A layer of silicon carbide held by a mismatched substrate can be stretched along both in-plane directions at once. For small stretches a single stiffness, a combination of elastic constants, tells how hard it pulls back. At several per cent that stiffness misleads, and the electronic gap needn't keep to its early trend. The rows below, from density functional theory with the PBE functional, lead up to a strain of 0.06. What should the crystal do there?

Wurtzite SiC (a = 3.092, c = 5.074 Å, 10.50 Å³ per atom) strained equally along x and y, with cell height and fractional coordinates fixed. Computed with Ansatz 0.2.0: PBE, plane-wave PAW, scalar-relativistic, no spin polarisation, 420 eV cutoff, 12×12×6 k mesh, 0.05 eV Gaussian smearing. Energies are relative to the unstrained cell; the stress is the sum of xx and yy.

| strain | energy change (meV/atom) | tensile stress along pattern (GPa) | gap on mesh (eV) |
| --- | --- | --- | --- |
| -0.06 | 170.8 | -100.19 | 1.793 |
| -0.045 | 92.2 | -69.53 | 1.939 |
| -0.03 | 39.3 | -42.90 | 2.072 |
| -0.015 | 9.4 | -19.86 | 2.196 |
| 0 | 0.0 | 0.00 | 2.309 |
| 0.015 | 8.7 | 17.04 | 2.411 |
| 0.03 | 33.3 | 31.58 | 2.471 |
| 0.045 | 72.0 | 43.91 | 2.307 |
| 0.0525 | 96.1 | 49.32 | 2.233 |
| 0.06 | ? | ? | ? |

Positive strain means stretching. The energy change isn't symmetric: at 0.045, compression costs 1.28 times as much as stretching. In the stress the ratio is 1.58. The crystal is stiffer when pushed than when pulled, and the difference grows with strain.

A diatomic molecule behaves the same way. When its atoms approach, the repulsion between their electron clouds climbs steeply; when they separate, the attraction fades. The Morse curve describes both with one exponential. Here in-plane strain changes the length of three of the four bonds at each atom, so the same shape is a reasonable guess for the crystal:

$$E(\varepsilon)=A\,(1-e^{-s\varepsilon})^2 ,$$

where $E$ is the energy change and $\varepsilon$ the strain. The analogy ends with the shape. Strain also bends bonds, and $A$ is no bond energy, because the rows stop far short of separated atoms.

The two constants were fitted to the nine known energies, giving $A=5378$ meV/atom and $s=2.733$. For the open row, which took no part in the fit,

$$E(0.06)=5378\,(1-e^{-2.733\times0.06})^2\approx 123\ \text{meV/atom}.$$

The stress follows from the same curve, because the work done by the stress must equal the gain in energy:

$$\frac{dE}{d\varepsilon}=V_0\,(1+\varepsilon)\,(\sigma_{xx}+\sigma_{yy}).$$

Here $V_0$ is the unstrained volume per atom, and $\sigma_{xx}$ and $\sigma_{yy}$ are the true stresses along the two in-plane axes. The factor $1+\varepsilon$ appears because the stress acts on the cell as it now is, not as it was. With no further constant, this reproduces the known stresses to within 0.05 GPa. The stress column is therefore the sum over both axes, and each axis carries half of it.

The formula also explains why the stress is the more lopsided quantity. For small strain the energy goes as $\varepsilon^2(1-s\varepsilon)$, and its derivative as $\varepsilon(1-\tfrac{3}{2}s\varepsilon)$. Taking the slope magnifies the softening by half, and dividing by $1+\varepsilon$ to get the stress makes it more lopsided still.

The gap needs separate treatment. A smooth curve through the rows up to 0.015 gives 2.502 eV at 0.03, but the calculation gives 2.471 eV, and beyond that the gap falls. Energy and stress pass through this region without a kink, as expected while the gap stays open and the same states stay filled. The likely reading is that a different electronic state has become one of the band edges, so that the row at 0.03 already belongs to a new, falling branch. The rows don't tell which edge has changed. A simple guide to the next value is then the line through the last two known points.

The forecasts for strain 0.06 are:

- **energy change:** about 123 meV/atom, between 122.5 and 123.5;
- **stress along the pattern:** about 54.3 GPa, between 53.9 and 54.7, so still rising;
- **gap:** about 2.16 eV, between 2.13 and 2.19, so still falling.

The ranges are judgements based on the known misfits and the short step beyond the data. The gap is the least secure, since another change of band edge would spoil it.

The withheld rows as computed:

| strain | energy change (meV/atom) | tensile stress along pattern (GPa) | gap on mesh (eV) |
| --- | --- | --- | --- |
| 0.06 | 123.0 | 54.26 | 2.162 |

All three values lie inside their ranges. The stress forecast is too high by 0.07 GPa, a small miss beside the 4.9 GPa gained in the last step. A polynomial with a square and a cube term, also with two constants, gives an energy 0.8 meV/atom too low, so the exponential describes the softening better here. The gap forecast is 0.003 eV too low: the new branch continued, and its fall went on easing slightly. Had the early branch persisted, its curve would have led to about 2.65 eV.

For design work, the small-strain stiffness should be kept to small strains. Half the slope of the stress column at zero strain gives $C_{11}+C_{12}\approx615$ GPa, a value for fixed fractional coordinates. At 0.06 the parabola built on it gives 145 meV/atom, about 18 % above the computed energy. Nor is the last stress a strength. It is still rising, and the calculation holds the height of the cell and the fractional coordinates fixed, whereas a real film can contract along its free direction and its atoms can shift.

For the gap, a few small strains aren't enough to extrapolate from. The band edges should be followed through the whole range, with a band structure on each side of the turn. That would show which edge changes, and whether the mesh used here misses the true edges. The strain at which the branches cross belongs to a cell of fixed height with fixed fractional coordinates, and it is expected to shift in a film that relaxes. PBE also makes gaps too small. An equal error on both branches would leave the crossing where it is, but an unequal one would move it. The printed output after this note gives the fits and their misses.

Numerical output:

```
fit of energy_change on 9 rows: coefficient of (1 - exp(-s*strain))**2 5378 +/- 0.83, s 2.733; rms 0.0319, worst -0.045 -0.0676, leave-one-out rms 0.0865
  rows outside the fit (model, value, miss): 0.06 123, 123, 0.0476
fit of energy_change on 9 rows: coefficient of strain**2 40659 +/- 47, coefficient of strain**3 -111944 +/- 880; rms 0.221, worst -0.045 0.336, leave-one-out rms 0.493
  rows outside the fit (model, value, miss): 0.06 122.2, 123, -0.806
C11+C12 with clamped ions, half the stress slope at zero strain, GPa: 615
Parabola with that slope, energy at strain 0.06, meV/atom: 145.1
Energy at -0.045 over energy at +0.045: 1.281
Stress size at -0.045 over stress at +0.045: 1.583
Stress slope between 0.045 and 0.0525, GPa per unit strain: 721.3
Largest miss of the stress derived from the energy fit, known rows, GPa: 0.04289
Stress forecast at 0.06, GPa: 54.33
Stress computed at 0.06, GPa: 54.26
Stress forecast less computed at 0.06, GPa: 0.07357
Stress gained from 0.0525 to 0.06 as computed, GPa: 4.94
fit of g on 6 rows (strain < 0.02): constant 2.309 +/- 0.00031, coefficient of strain 7.165 +/- 0.02, coefficient of strain**2 -23.81 +/- 0.4; rms 0.00039, worst -0.045 -0.000743, leave-one-out rms 0.000858
  rows outside the fit (model, value, miss): 0.03 2.502, 2.471, 0.0314; 0.045 2.583, 2.307, 0.276; 0.0525 2.619, 2.233, 0.386; 0.06 2.653, 2.162, 0.491
Gap at 0.03 below the rising curve, eV: 0.0314
Gap slope between 0.045 and 0.0525, eV per 0.01 strain: -0.09867
Gap forecast at 0.06, eV: 2.159
Gap computed at 0.06, eV: 2.162
Gap forecast less computed at 0.06, eV: -0.003
```
